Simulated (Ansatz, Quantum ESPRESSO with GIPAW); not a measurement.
# CaZnF4: recovering the 43Ca shift from two magnetic fields

The line of one Ca site of CaZnF4 (atom 3; CaF8; site symmetry -4) is simulated from calculated parameters (GIPAW shift with PBEsol, against aqueous Ca2+; field gradient by Ansatz). Under fast MAS the central transition of 43Ca (spin 7/2, |γ|/2π = 2.8689 MHz/T) has its centre of gravity at -22.24 ppm at 9.4 T and at -21.26 ppm at 20 T. The cell is the I4_1/a form of a database entry, atoms relaxed, static and at 0 K.

**Task.** Recover the isotropic shift and the quadrupolar product P_Q. What does that say of C_Q?

1. The centre of gravity is δ_cg = δ_iso − (3/40) F (P_Q/ν0)² × 10⁶, with F = [I(I+1) − 3/4]/[I²(2I−1)²] = 0.03401: a straight line in 1/ν0².

2. ν0 = 26.97 and 57.38 MHz, so 1/ν0² = 1.3750e-03 and 3.0374e-04 MHz⁻².

3. The slope is (-22.24 + 21.26) / (1.3750e-03 − 3.0374e-04) = -9.1480e+02 ppm MHz², and the intercept δ_iso = -21.26 − slope × 3.0374e-04 = -21.0 ppm.

4. P_Q = √(−slope / [(3/40) F × 10⁶]) = 0.60 MHz.

5. P_Q = |C_Q|√(1 + η²/3), so |C_Q| lies between 0.52 (η = 1) and 0.60 MHz (η = 0); the axis through the site fixes η = 0. The calculation has |C_Q| = 0.60 MHz, η_Q = 0.00 and δ_iso = -21.0 ppm. Reading the 9.4 T position as the shift would be off by -1.3 ppm.

[Hosts, paths, dates, database ids (printed as entryN), source tags and the programs' standing remarks are cut or masked in the printed files.]
